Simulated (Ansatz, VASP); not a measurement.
**NaH: VASP beside Ansatz**

```xyz
16
Lattice="0.0000 4.8800 4.8800 4.8800 0.0000 4.8800 4.8800 4.8800 0.0000" Properties=species:S:1:pos:R:3 pbc="T T T"
Na    0.0000    0.0000    0.0000
Na    2.4400    2.4400    0.0000
Na    2.4400    0.0000    2.4400
Na    4.8800    2.4400    2.4400
Na    0.0000    2.4400    2.4400
Na    2.4400    4.8800    2.4400
Na    2.4400    2.4400    4.8800
Na    4.8800    4.8800    4.8800
H     2.4400    2.4400    2.4400
H     4.8800    4.8800    2.4400
H     4.8800    2.4400    4.8800
H     7.3200    4.8800    4.8800
H     2.4400    4.8800    4.8800
H     4.8800    7.3200    4.8800
H     4.8800    4.8800    7.3200
H     7.3200    7.3200    7.3200
```

Alike in both runs: task electric field gradients; functional PBE; k mesh 4 × 4 × 4; no spin polarisation.

|  | VASP | Ansatz |
| --- | --- | --- |
| version | VASP 6.6.1 | Ansatz 0.2.0 |
| potentials or method | VASP PAW PBE potentials, release 64 (Na_pv, H) | plane-wave PAW, scalar-relativistic |
| plane-wave cutoff (eV) | 520 | 420 |
| occupations | gaussian, width 0.01 eV | fixed |
| valence electrons in the cell | 64 | 80 |

|  | VASP | Ansatz | Ansatz less VASP |
| --- | --- | --- | --- |
| gap on the k mesh at the Fermi level (eV) | 3.71 | 3.71 | +0.002 |
| Vzz of the field gradient on the site that differs most (V/Å²) | 0.0 | 0.0 | 0.00 |

The two sets of potentials don't hold the same shells in valence.

A k mesh can miss the band edges. PBE gaps usually lie below the measured ones, often by a third to a half.
